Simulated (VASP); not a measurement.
Crystal: C.

```
C
1.0
     2.52210    0.00000    0.00000
    -1.26105    2.18420    0.00000
     0.00000    0.00000    8.23710
C
8
Cartesian
  1.2611 0.7281 6.9501
  0.0000 1.4561 2.8315
  1.2611 0.7281 5.4056
  0.0000 1.4561 1.2870
  0.0000 0.0000 7.4649
  0.0000 0.0000 3.3463
  0.0000 0.0000 4.8908
  0.0000 0.0000 0.7722
```

This is a hexagonal form of diamond, not graphite.

- Program: VASP 6.6.1
- Task: relaxation of cell and atoms
- Functional: PBE
- Dispersion: rVV10
- Potentials or basis: VASP PAW PBE potentials, release 64 (C)
- Cutoff: 600 eV
- k mesh: 12 × 12 × 4
- Occupations: fermi-dirac, width 0.05 eV
- Spin: no spin polarisation

At the start: pressure 1.1 GPa; volume 5.67 Å³/atom.

Problem. Where does the relaxation end?

Solution. Over 6 steps the energy falls by 2.5 meV/atom and the volume is 5.68 Å³/atom (+0.2 %); space group P6_3/mmc (No. 194, to 0.05 Å).

Step by step:
| step | energy change (eV) | largest force (eV/Å) | pressure (GPa) | volume (Å³) |
| --- | --- | --- | --- | --- |
| 1 | 0.0000 | 0.3320 | 1.05 | 45.38 |
| 2 | 0.0132 | 0.4753 | -1.06 | 45.62 |
| 3 | -0.0195 | 0.0467 | -0.03 | 45.48 |
| 4 | -0.0195 | 0.0401 | -0.01 | 45.48 |
| 5 | -0.0195 | 0.0460 | 0.00 | 45.47 |
| 6 | -0.0197 | 0.0053 | -0.01 | 45.48 |

Final structure:
```cif
data_structure
_symmetry_space_group_name_H-M 'P 1'
_symmetry_Int_Tables_number 1
_cell_length_a 2.5157
_cell_length_b 2.5157
_cell_length_c 8.2970
_cell_angle_alpha 90.000
_cell_angle_beta 90.000
_cell_angle_gamma 120.000
_cell_volume 45.48
loop_
_atom_site_label
_atom_site_type_symbol
_atom_site_fract_x
_atom_site_fract_y
_atom_site_fract_z
_atom_site_occupancy
C1 C 0.66667 0.33333 0.84444 1
C2 C 0.33333 0.66667 0.34444 1
C3 C 0.66667 0.33333 0.65556 1
C4 C 0.33333 0.66667 0.15556 1
C5 C 0.00000 0.00000 0.90703 1
C6 C 0.00000 0.00000 0.40703 1
C7 C 0.00000 0.00000 0.59297 1
C8 C 0.00000 0.00000 0.09297 1
```
